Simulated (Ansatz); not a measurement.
System: α-phase Li3N. Method: RPBE in Ansatz (PAW).

Numerical settings: plane-wave cutoff 520 eV, 12×12×10 k mesh (along the axes of the cell as run), Fermi–Dirac smearing 0.01 eV, scalar-relativistic PAW data made under PBE.

Cell (relaxed at this level):

```cif
data_Li3N
_chemical_formula_sum 'Li3 N1'
_space_group_name_H-M_alt 'P 1'
_space_group_IT_number 1
_cell_length_a 3.68480
_cell_length_b 3.68480
_cell_length_c 3.90918
_cell_angle_alpha 90.000
_cell_angle_beta 90.000
_cell_angle_gamma 120.000
loop_
_space_group_symop_operation_xyz
  'x, y, z'
loop_
_atom_site_label
_atom_site_type_symbol
_atom_site_fract_x
_atom_site_fract_y
_atom_site_fract_z
_atom_site_occupancy
Li1 Li 0.33333 0.66667 0.00000 1
Li2 Li 0.66667 0.33333 0.00000 1
Li3 Li 0.00000 0.00000 0.50000 1
N1 N 0.00000 0.00000 0.00000 1
```

**Question.** What does this level give for the bulk modulus B0, band gap, smallest direct gap on the k points sampled and pressure derivative B′ of the bulk modulus?

**Answer.** 
- bulk modulus B0 = 49.3 GPa
- band gap = 0.96 eV (indirect)
- smallest direct gap on the k points sampled = 1.16 eV
- pressure derivative B′ of the bulk modulus = 3.8

Measured, for comparison: band gap 2.15 eV (4 K, zero-point motion not removed, indirect, optical absorption, E parallel c; as tabulated in Brendecke and Bludau (1979), doi:10.1063/1.326533). Computed (rounded) less measured: band gap -1.19 eV.

Note: the bulk modulus comes from volumes at which shape and atoms were relaxed.

Static lattice: no zero-point or thermal effects.

Ansatz is a first-principles code.
